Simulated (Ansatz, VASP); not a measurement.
# One calculation of ZnS, two programs

```
CELL_PARAMETERS angstrom
3.84518 0.00000 0.00000
-1.92259 3.33002 0.00000
0.00000 0.00000 6.30554
ATOMIC_POSITIONS crystal
Zn 0.33333 0.66667 0.00073
Zn 0.66667 0.33333 0.50073
S 0.33333 0.66667 0.37527
S 0.66667 0.33333 0.87527
```

Alike in both runs: task electric field gradients; functional PBE; k mesh 12 × 12 × 7; occupations fermi-dirac, width 0.03 eV; no spin polarisation.

|  | VASP | Ansatz |
| --- | --- | --- |
| version | VASP 6.6.1 | Ansatz 0.2.0 |
| potentials or method | VASP PAW PBE potentials, release 64 (Zn, S) | PAW with Ansatz's default frozen-core files, scalar-relativistic |
| plane-wave cutoff (eV) | 520 | 420 |
| valence electrons in the cell | 36 | 36 |

Ansatz gave:

```
gap on the k mesh at the Fermi level (eV)                      : 2.08
pressure (GPa)                                                 : 0.0
Vzz of the field gradient on the site that differs most (V/Å²) : 0.6
```

Task: Which values does VASP return?

Result: gap on the k mesh at the Fermi level (eV): 2.08; pressure (GPa): 0.1; Vzz of the field gradient on the site that differs most (V/Å²): 0.6.

With one functional, cell and mesh, what is left measures potentials, basis and numerics.

Caveats: an odd mesh through Γ misses points on the zone boundary, where band edges often lie.
